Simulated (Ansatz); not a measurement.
# Is Au-Ta stack of (100) layers a stable metal?, part 2 of 2

The plan: relax Au-Ta stack of (100) layers, check its phonons, and, if the lattice is stable, compute its Eliashberg function and ρ(T).

Ansatz 0.2.0; DFT PBEsol, scalar-relativistic, plane waves, PAW; PAW set soft_1.

So far. Step 4 (Relaxing tightly for phonons): Little changed from the start: no atom moved by 0.005 Å and no cell edge by 0.1 %.

### Step 5. Lattice stability: q 2×2×1, k 6×6×1

Before any scattering is computed, the phonons show whether the structure is a minimum.

input.yaml

```yaml
crystal:
  lattice:
    - [2.7327595062, 0.0, 0.0]
    - [0.0, 2.7327595062, 0.0]
    - [0.0, 0.0, 27.970338939]
  atoms:
    - { symbol: Au, position: [0.0, 0.0, 0.1967741932] }
    - { symbol: Ta, position: [0.5, 0.5, 0.2710488829] }
  periodic: [true, true, false]
kpoints:
  mp_grid: { grid: [6, 6, 1] }
hamiltonian:
  xc: pbesol
  pseudopotentials: { kind: paw, azcp: { folder: soft_1 }, xc_functional: pbe }
scf:
  occupations: { method: methfessel_paxton, width: 0.2 }
output:
  eigenvalues: true
phonons:
  method: dfpt
  qmesh: [2, 2, 1]
  temperatures: { t_max: 1000, t_step: 50 }
  qpath:
    path: [[0.0, 0.0, 0.0], [0.0, 0.5, 0.0], [0.5, 0.5, 0.0], [0.0, 0.0, 0.0]]
    npoints: 10
```

On the command line:

```sh
$ ansatz run input.yaml --threads 4 --pin off --max-ram 12288MiB --backend cpu --events-out ev --progress --plain --runs-dir out
```

Numbers of over 12 decimals in the logs are rounded to 6 here.

The program printed:

```text
[...]
Crystal: 2 atoms, lattice volume = 208.882 Å³
Basis set: ecut = 420 eV, 4169 PW (Γ), exchange–correlation on 40×40×384 points (8 copies of the dense FFT grid, shifted against one another)
Bands: 20, of which v1, the nominal top of the filled ones, is band 16 counted from 1 (15 counted from 0)
Symmetry: 8 space group operations
k-points: 10 of 36
[...]
SCF iter   1: F=—  HF=-22816.377338 eV  |F-HF|=—  |Δ(HF+E_count)|=         —  Δρ=5.31e-2  dr2=2.97e1  ethr=3.10e-3  ⟨swp⟩=12.5  Hψ=1631  notcnv=0
[...]
SCF iter  15: F=-22814.080711 eV  HF=-22814.080711 eV  |F-HF|=1.71e-10  |Δ(HF+E_count)|=  3.64e-10  S|Δr|=    0.00e0  Δρ=3.02e-8  dr2=2.29e-12  ethr=1.00e-12  ⟨swp⟩=15.2  Hψ=1639  notcnv=0
SCF 1 converged in 15 iterations: F = -22814.080711 eV  dr2 = 2.29e-12
[...]
phonons: the bands overlap, so this run is a metal and interpolates without the dipole-dipole term. If the crystal is really an insulator or semiconductor, its LO-TO splitting is missing
NSCF: frozen V_eff on 10 k-points
WARN: eigensolver did not converge (k=6): 1 band(s) unlocked after 2 eigensolves, warm-restarted (20 sweeps on the last) at ethr=1.55e-12 eV (storage-precision floor; scheduled 1.00e-12 eV) (lowest unlocked band 19, counted from 0; max residual 4.94e-3 eV among the unlocked bands, 4.94e-3 eV over every band; other slots of this pass that fall short are told together in one closing line; warning suppressed until the next SCF loop or pass starts)
[...]
DFPT response loops at q = (0, 0, 0) (fractional): preconditioner auto → none (partly filled bands, converged f_vac=0.766); β = 0.50; Broyden in place of MSR1
[...]
SCF converged after 15 iterations
Stability not checked: this state was not tested for a lower state beside it, because cold or Methfessel-Paxton smearing, or corrected tetrahedra, fill the levels in a way that the test cannot read (fill_not_monotonic; see scf.lower_state_search)
Free energy (F): -22814.080711 eV
[...]
Internal energy: -22814.067394 eV  (E = F + TS)
E sigma→0 (E₀):  -22814.077382 eV
Entropy (-TS):   -0.013318 eV (-6.659 meV/atom)
Fermi energy:    -4.795025 eV
[...]
--- Band table (eV; the first three rows and the last of 10) ---
  k-point 0: bands = [... 12 lower, -8.5396, -7.9914, -7.4742, -7.2772, -5.1910, -4.1497, -1.1007, -1.1007]
  k-point 1: bands = [... 12 lower, -8.4854, -7.9029, -7.5217, -6.4732, -4.9304, -4.2371, -0.9975, -0.9232]
  k-point 2: bands = [... 12 lower, -8.6830, -8.3524, -7.0777, -5.6159, -4.2427, -3.0826, -1.6968, -0.6180]
  k-point 9: bands = [... 12 lower, -6.8717, -6.2339, -5.0582, -5.0582, -2.0811, -0.1633, -0.1633, 1.6951]
--- Phonons (Γ-DFPT): 4 representative perturbations + reference (Σ response iterations 18) ---
  ASR residual: 5.874e-5 → 0.000e0 eV/Å²; symmetrization residual: 2.096e-5 eV/Å²
  ASR residual per site (eV/Å²): 5.87e-5 3.84e-5
  Γ frequencies (cm⁻¹): 0.00 0.00 0.00 84.26 84.26 132.11
--- Phonons (arbitrary-q DFPT): 3 irreducible q on the 2×2×1 mesh ---
  q = [0.0000, 0.0000, 0.0000] (star 1, of the zone-centre solve; hermiticity 6.93e-6, symmetrization 9.49e-13): -0.00 0.00 0.00 84.26 84.26 132.11
  q = [0.0000, -0.5000, 0.0000] (star 2, 6 solved perturbations on 16 of 36 k-point pairs; hermiticity 6.21e-6, symmetrization 1.01e-8): -75.81 -47.88 51.59 72.54 163.44 170.79
  q = [-0.5000, -0.5000, 0.0000] (star 1, 4 solved perturbations in 52 linear systems a pass and spin channel, the states on 16 of 36 k-point pairs; hermiticity 2.22e-6, symmetrization 6.76e-9): -98.40 78.56 156.25 156.25 177.18 177.18
  sum rule: each row above includes the acoustic sum rule's correction from the zone centre's row sums; it moved no ω² by more than (0.28 cm⁻¹)²
  mesh force constants: q→R imaginary residual 1.59e-17; ASR residual 5.874e-5 → 0.000e0 eV/Å²; symmetrization residual 3.553e-15 eV/Å²
  interpolated dispersion: 31 rows × 6 modes
  density of states and harmonic sums: on the 22×22×1 q-mesh, interpolated from the force constants of a 2×2×1 supercell (no non-analytic term)
  largest difference from the sums on the solved wave vectors: F 1.64e-1 eV, S 2.34e-4 and C_V 6.92e-5 eV/K
  zero-point energy: 0.033367 eV/cell   skipped modes (ω ≤ 0): 98, of them read as no rigid motion or as one in doubt: 95 (1.192e0 modes/cell left out, lowest -98.40 cm⁻¹)   left out of the sums: 2.00e-1 of the cell's modes: C_V's classical limit lies that fraction below 3 k_B per atom; for a crystal, a wire or a layer, F and S can be off by more, and a phonons.interpolated_qmesh denser along its periods is the remedy for the sampling
```

Wall time 27 s (4 threads of Arm Neoverse V2, shared host); peak memory 0.75 GiB; 100 s of CPU time.

This step gave:

| Item | Value |
| --- | --- |
| share of imaginary modes in the plain interpolation between solved wavevectors | 0.1995 |
| highest frequency, solved or plainly interpolated | 177.2 cm⁻¹ |

Solved on the 2×2×1 mesh alone; all other wavevectors are interpolated. Phonon branches along the path, in cm⁻¹:

```tsv
point	branch 1	branch 2	branch 3	branch 4	branch 5	branch 6
Γ	0	0	0	84	84	132
halfway	-54	-30	68	88	128	137
X	-76	-48	52	72	163	171
halfway	-88	76	117	118	166	169
M	-98	79	156	156	177	177
halfway	-73	82	106	126	129	133
Γ	0	0	0	84	84	132
```

The phonon branches as a text plot (rows in cm⁻¹):

```
    171 |              *************************
    160 |           ***********       *******   **
    148 |         ***               ***    *********
    137 |**     ****              ****          *******         *
    126 |  *******                                **************
    114 |    **                  *                     **
    103 |  **                  **                   ***  **
     91 | *     ****          ***                      **  *****
     80 |*******    ***        **************************       *
     68 |    *******   ********                          **
     57 |           ********
     45 |  **                                              ***
     34 |
     22 | *                 **                                **
     11 |
     -1 |**                                                     *
    -12 | ***
    -24 |  *****                                              **
    -35 |    ** *****     **                               ***
    -47 |      *     *****                               **
    -58 |       ****                                   **
    -70 |           *****                           ***
    -81 |                ********                 **
    -93 |                        *****************
         Γ               X               M                      Γ
```

Lowest modes at the softest wavevector of the mesh. Modes at q = (0.500, 0.500, 0.000), with each element's share of the kinetic energy (negative means imaginary):

```tsv
mode	frequency (cm⁻¹)	Au %	Ta %
1	-98.4	0	100
2	78.6	100	0
3	156.2	80	20
4	156.2	80	20
5	177.2	20	80
6	177.2	20	80
```

Displacements in mode 1 (-98.4 cm⁻¹), the largest set to 1, in the home cell:
```
Au1  0.00  0.00  0.00
Ta2  0.00  0.00 -1.00
```

Displacements in mode 2 (78.6 cm⁻¹), the largest set to 1, in the home cell:
```
Au1 0.00 0.00 1.00
Ta2 0.00 0.00 0.00
```

Among the solved wavevectors the lowest mode, translations apart, is -98.4 cm⁻¹, imaginary.

### Step 6. Phonons: q 3×3×1, k 9×9×1

An imaginary mode on so few k-points may come from the sampling, so the phonons are repeated with another q and k mesh.

input.yaml: that of step 5 with these lines changed.

```diff
@@ -10,3 +10,3 @@
 kpoints:
-  mp_grid: { grid: [6, 6, 1] }
+  mp_grid: { grid: [9, 9, 1] }
 hamiltonian:
@@ -20,3 +20,3 @@
   method: dfpt
-  qmesh: [2, 2, 1]
+  qmesh: [3, 3, 1]
   temperatures: { t_max: 1000, t_step: 50 }
```

The program printed:

```text
[...]
Crystal: 2 atoms, lattice volume = 208.882 Å³
Basis set: ecut = 420 eV, 4169 PW (Γ), exchange–correlation on 40×40×384 points (8 copies of the dense FFT grid, shifted against one another)
Bands: 20, of which v1, the nominal top of the filled ones, is band 16 counted from 1 (15 counted from 0)
Symmetry: 8 space group operations
k-points: 15 of 81
[...]
SCF iter   1: F=—  HF=-22816.326386 eV  |F-HF|=—  |Δ(HF+E_count)|=         —  Δρ=5.36e-2  dr2=2.84e1  ethr=3.10e-3  ⟨swp⟩=11.5  Hψ=2412  notcnv=0
[...]
SCF iter  12: F=-22814.106483 eV  HF=-22814.106483 eV  |F-HF|=4.95e-10  |Δ(HF+E_count)|=   3.97e-9  S|Δr|=    0.00e0  Δρ=5.10e-8  dr2=6.30e-12  ethr=1.00e-12  ⟨swp⟩=13.9  Hψ=2953  notcnv=0
SCF 1 converged in 12 iterations: F = -22814.106483 eV  dr2 = 6.30e-12
[...]
WARN: eigensolver did not converge in 3 slots of this pass, the one above among them; of largest residual over every band (k=5): 1 band(s) unlocked (lowest unlocked band 19, counted from 0; max residual 3.31e-4 eV among the unlocked bands, 3.31e-4 eV over every band); of lowest unlocked band (k=5): band 19
[...]
SCF converged after 12 iterations
[...]
Free energy (F): -22814.106483 eV
[...]
Internal energy: -22814.116875 eV  (E = F + TS)
E sigma→0 (E₀):  -22814.109081 eV
Entropy (-TS):   0.010392 eV (5.196 meV/atom)
Fermi energy:    -4.872021 eV
[...]
--- Band table (eV; the first three rows and the last of 15) ---
  k-point 0: bands = [... 12 lower, -8.6679, -8.1482, -7.5937, -7.5669, -5.3830, -4.2614, -1.3422, -1.3422]
  k-point 1: bands = [... 12 lower, -8.6419, -7.8904, -7.7997, -7.1974, -5.1864, -4.3972, -1.3159, -1.2574]
  k-point 2: bands = [... 12 lower, -8.5857, -8.2727, -7.5810, -6.1578, -5.2295, -4.1115, -1.0655, -0.9367]
  k-point 14: bands = [... 12 lower, -7.0574, -6.8062, -5.4798, -5.0017, -2.5395, -1.0555, -0.2973, 1.9791]
[...]
ASR residual: 1.696e-4 → 0.000e0 eV/Å²; symmetrization residual: 6.737e-5 eV/Å²
  ASR residual per site (eV/Å²): 1.52e-4 1.70e-4
  Γ frequencies (cm⁻¹): 0.00 0.00 0.00 87.90 87.90 138.55
--- Phonons (arbitrary-q DFPT): 3 irreducible q on the 3×3×1 mesh ---
[...]
interpolated dispersion: 31 rows × 6 modes
[...]
```

Elapsed: 67 s, on 4 threads; peak memory 1.1 GiB; 4.3 min of CPU time.

Numbers from this step:

```
share of imaginary modes in the plain interpolation between solved wavevectors : 0.0665
highest frequency, solved or plainly interpolated                              : 172.7 cm⁻¹
```

Solved on the 3×3×1 mesh alone; all other wavevectors are interpolated. The phonon branches at the labelled points (cm⁻¹):

```tsv
point	branch 1	branch 2	branch 3	branch 4	branch 5	branch 6
Γ	0	0	0	88	88	138
halfway	-48	45	71	92	134	147
X	-77	60	82	93	167	173
halfway	71	86	87	120	153	169
M	73	90	126	126	167	167
halfway	57	74	107	110	128	145
Γ	0	0	0	88	88	138
```

The phonon branches as a text plot (rows in cm⁻¹):

```
    167 |            ***************************
    157 |         *****       ****  ***      *****
    147 |      *****              **            *******
    136 |****** **                                **   **********
    126 |      *                  ****************  ***
    115 |                        *    *      *******   **
    105 |    **     *          **   **            *********
     95 | ***   **** **********   **  ************     *********
     84 |*******         *************            **          ***
     74 |      ***   ****   **   *  **************  ***  **
     63 |    **   **********                      **   **
     53 |         **                                ***  *****
     42 |  **   **             **                      **
     32 |      *                                         *****
     22 | *****                                            *****
     11 | *                                                   **
      1 |*                                                      *
    -10 | *
    -20 |  **
    -30 |    **
    -41 |      *              *
    -51 |       **
    -62 |         ***       **
    -72 |            *******
         Γ               X               M                      Γ
```

Lowest modes at the softest wavevector of the mesh. Modes at q = (0.000, 0.333, 0.000), with each element's share of the kinetic energy (negative means imaginary):

```tsv
mode	frequency (cm⁻¹)	Au %	Ta %
1	-63.4	7	93
2	60.5	59	41
3	64.9	93	7
4	100.1	41	59
5	152.0	34	66
6	158.0	67	33
```

Displacements in mode 1 (-63.4 cm⁻¹), the largest set to 1, in the home cell (x, y, z of the real part, then of the imaginary part):
```
Au1  0.13  0.00  0.00 -0.22  0.00  0.00
Ta2  1.00  0.00  0.00  0.03  0.00  0.00
```

Displacements in mode 6 (158.0 cm⁻¹), the largest set to 1, in the home cell (x, y, z of the real part, then of the imaginary part):
```
Au1  0.00  1.00  0.02  0.00  0.05 -0.45
Ta2  0.00  0.24 -0.54  0.00  0.47  0.28
```

The modes has structure finer than the step of the table below, so its rows give means over 10 cm⁻¹, whole bins alone (the curve runs from -87 to 188 cm⁻¹). Peaks (cm⁻¹: height): Au 77.0: 0.0343, 89.1: 0.0555, 97.8: 0.0315, 116.7: 0.0187, 127.1: 0.0145, 140.9: 0.0264, 166.8: 0.0458; Ta 44.2: 0.0134, 75.3: 0.0373, 97.8: 0.0346, 116.7: 0.0159, 127.1: 0.0248, 140.9: 0.0285, 151.3: 0.0263.

Phonopy on the run's constants, 21x21x1 mesh, Gaussian sigma 2.0 cm⁻¹. Table of modes by wavenumber; means over each step; values in 1/cm⁻¹/cell:

```tsv
wavenumber (cm⁻¹)	Au	Ta
-80	7.4e-6	0.00169
-70	1.0e-4	0.00645
-60	2.6e-4	0.00715
-50	4.7e-4	0.00471
-40	7.0e-4	0.00642
-30	0.00103	0.00489
-20	0.00107	0.00246
-10	9.2e-4	0.00157
0	4.3e-4	4.7e-4
10	0.00190	0.00364
20	0.00385	0.00438
30	0.00453	0.00787
40	0.00658	0.0104
50	0.00726	0.0104
60	0.0157	0.0138
70	0.0244	0.0238
80	0.0284	0.0243
90	0.0375	0.0250
100	0.0286	0.0286
110	0.0136	0.0132
120	0.0116	0.0142
130	0.0106	0.0164
140	0.0185	0.0201
150	0.0222	0.0229
160	0.0306	0.0190
170	0.0287	0.00612
180	4.7e-4	4.4e-5
```

No LO-TO term; unit eigenvectors of the mass-weighted matrix. Modes at Γ, with each element's share of the kinetic energy:

```tsv
mode	frequency (cm⁻¹)	symmetry	Au %	Ta %
1	0.0	unnamed	52	48
2	0.0	unnamed	52	48
3	0.0	unnamed	52	48
4	87.9	E	48	52
5	87.9	E	48	52
6	138.5	A1	48	52
```

Displacements in mode 5 (87.9 cm⁻¹), the largest set to 1:
```
Au1 -0.92 -0.20  0.00
Ta2  1.00  0.22  0.00
```

Displacements in mode 6 (138.5 cm⁻¹), the largest set to 1:
```
Au1  0.00  0.00 -0.92
Ta2  0.00  0.00  1.00
```

Among the solved wavevectors the lowest mode, translations apart, is -63.4 cm⁻¹, imaginary.

### Step 7. Phonons by linear response: Fermi–Dirac smearing of 0.3 eV

The phonons are repeated on the same meshes with a wide Fermi–Dirac smearing, to see whether the soft mode comes from sharp features of the Fermi surface.

input.yaml: that of step 6 with these lines changed.

```diff
@@ -15,3 +15,3 @@
 scf:
-  occupations: { method: methfessel_paxton, width: 0.2 }
+  occupations: { method: fermi_dirac, width: 0.3 }
 output:
```

The program printed:

```text
band count auto-derived: 24 (N_el = 32.0; filled up to band 16; 20 by the electrons, moments and atoms)
[...]
Crystal: 2 atoms, lattice volume = 208.882 Å³
Basis set: ecut = 420 eV, 4169 PW (Γ), exchange–correlation on 40×40×384 points (8 copies of the dense FFT grid, shifted against one another)
Bands: 24, of which v1, the nominal top of the filled ones, is band 16 counted from 1 (15 counted from 0)
Symmetry: 8 space group operations
k-points: 15 of 81
[...]
SCF iter   1: F=—  HF=-22816.599383 eV  |F-HF|=—  |Δ(HF+E_count)|=         —  Δρ=5.36e-2  dr2=2.84e1  ethr=3.10e-3  ⟨swp⟩=12.9  Hψ=2941  notcnv=0
[...]
SCF iter  13: F=-22814.407921 eV  HF=-22814.407921 eV  |F-HF|=2.11e-10  |Δ(HF+E_count)|=   2.74e-9  Δρ=4.75e-8  dr2=5.73e-12  ethr=1.00e-12  ⟨swp⟩=17.7  Hψ=3434  notcnv=0
SCF 1 converged in 13 iterations: F = -22814.407921 eV  dr2 = 5.73e-12
[...]
SCF converged after 13 iterations
Free energy (F): -22814.407921 eV
[...]
Internal energy: -22813.835409 eV  (E = F + TS)
E sigma→0 (E₀):  -22814.121665 eV
Entropy (-TS):   -0.572512 eV (-286.256 meV/atom)
Fermi energy:    -4.834814 eV
[...]
--- Band table (eV; the first three rows and the last of 15) ---
  k-point 0: bands = [... 12 lower, -8.5505, -8.0299, -7.4855, -7.4604, -5.3767, -4.1710, -1.2595 (-1.2595°), -1.2595 (-1.2595°), ... 4 higher]
  k-point 1: bands = [... 12 lower, -8.5245, -7.7783, -7.6914, -7.0918, -5.1939, -4.2814, -1.2519 (-1.2519°), -1.1749 (-1.1749°), ... 4 higher]
  k-point 2: bands = [... 12 lower, -8.4688, -8.1637, -7.4795, -6.0766, -5.1614, -4.0382, -0.9837 (-0.9837°), -0.8154 (-0.8154°), ... 4 higher]
  k-point 14: bands = [... 12 lower, -6.9360, -6.6997, -5.3916, -4.9177, -2.4865, -0.9694, -0.2125, 2.0762, ... 4 higher]
  ° read free of the cell's end (the report's vacuum.weakly_bound_levels)
[...]
ASR residual: 2.191e-3 → 0.000e0 eV/Å²; symmetrization residual: 1.724e-5 eV/Å²
  ASR residual per site (eV/Å²): 3.34e-4 2.19e-3
  Γ frequencies (cm⁻¹): 0.00 0.00 0.00 85.96 85.96 138.15
--- Phonons (arbitrary-q DFPT): 3 irreducible q on the 3×3×1 mesh ---
[...]
interpolated dispersion: 31 rows × 6 modes
[...]
```

Run time: 74 s. Hardware: 4 threads; peak memory 1.2 GiB; 4.7 min of CPU time.

Numbers from this step:

| Item | Value |
| --- | --- |
| share of imaginary modes in the plain interpolation between solved wavevectors | 0.0454 |
| highest frequency, solved or plainly interpolated | 176 cm⁻¹ |

Solved on the 3×3×1 mesh alone; all other wavevectors are interpolated. The phonon branches at the labelled points (cm⁻¹):

```tsv
point	branch 1	branch 2	branch 3	branch 4	branch 5	branch 6
Γ	0	0	0	86	86	138
halfway	-36	44	71	90	131	147
X	-57	57	78	81	170	172
halfway	71	85	110	119	169	170
M	64	91	152	152	176	176
halfway	54	85	109	118	130	147
Γ	0	0	0	86	86	138
```

The phonon branches as a text plot (rows in cm⁻¹):

```
    171 |            ***************************
    161 |           ***                         **
    152 |       *****                 *******   *******
    142 |*******  **                **       ***  **   **********
    132 |       **                **            **  ***
    123 |      *                 *                **
    113 |                        *                  *****
    103 |    **                **                        **
     93 |  **   *******       ***   ****************   **  ***
     84 |*******       *************                ***       ***
     74 |      ***     ******* *****                   **
     64 |    **   *****   **        ****************     **
     55 |         ** *****    *                     ***
     45 |  **   **                                     **  ***
     35 |      *                                         **
     26 | *  **                                            *****
     16 |  **                                                 **
      6 | *
     -4 |**                                                     *
    -13 |  **
    -23 |    **             **
    -33 |      ***
    -42 |         **
    -52 |           ********
         Γ               X               M                      Γ
```

Lowest modes at the softest wavevector of the mesh. The modes at q = (0.000, -0.333, 0.000) (shares of kinetic energy by element, %) (negative means imaginary):

```tsv
mode	frequency (cm⁻¹)	Au %	Ta %
1	-46.6	11	89
2	57.1	53	47
3	63.5	89	11
4	93.2	45	55
5	150.5	51	49
6	159.5	51	49
```

Displacements in mode 1 (-46.6 cm⁻¹), the largest set to 1, in the home cell (x, y, z of the real part, then of the imaginary part):
```
Au1  0.19  0.00  0.00  0.29  0.00  0.00
Ta2  1.00  0.00  0.00 -0.05  0.00  0.00
```

Displacements in mode 4 (93.2 cm⁻¹), the largest set to 1, in the home cell (x, y, z of the real part, then of the imaginary part):
```
Au1  0.00  0.28 -0.74  0.00 -0.42 -0.49
Ta2  0.00 -0.28  0.89  0.00 -0.56 -0.45
```

Among the solved wavevectors the lowest mode, translations apart, is -46.6 cm⁻¹, imaginary.

### Step 8. Summary of results

```
phonon run of the rows without a label of their own : PBEsol, q 3×3×1, k 9×9×1
softest mode on the q mesh                          : -63.4 cm⁻¹ at q = (0, 0.333, 0)
highest frequency, solved or plainly interpolated   : 173 cm⁻¹
```

In words: The lattice is dynamically unstable at this level: a mode at q = (0, 0.333, 0) is imaginary, 63.4i cm⁻¹, so no harmonic coupling constant or resistivity is defined for this structure. These meshes are coarse, and single modes of a metal can move by tens of cm⁻¹ with the k mesh. The coarser mesh found an imaginary mode at another wavevector, which this mesh lacks. Spin–orbit coupling, left out here, matters for Au and Ta. The PAW files were made for PBE; under other functionals the run regenerates their frozen core. The structure was built by hand as an ordered model, and its stability against other phases was not tested.

[Logs are printed without paths, hosts, clocks, repeated set-up lines and the standing remarks that a program may print on its own settings, such as how far it seeks lower states.]

[Hosts, paths, dates, database ids (printed as entryN), source tags and the programs' standing remarks are cut or masked in the printed files.]
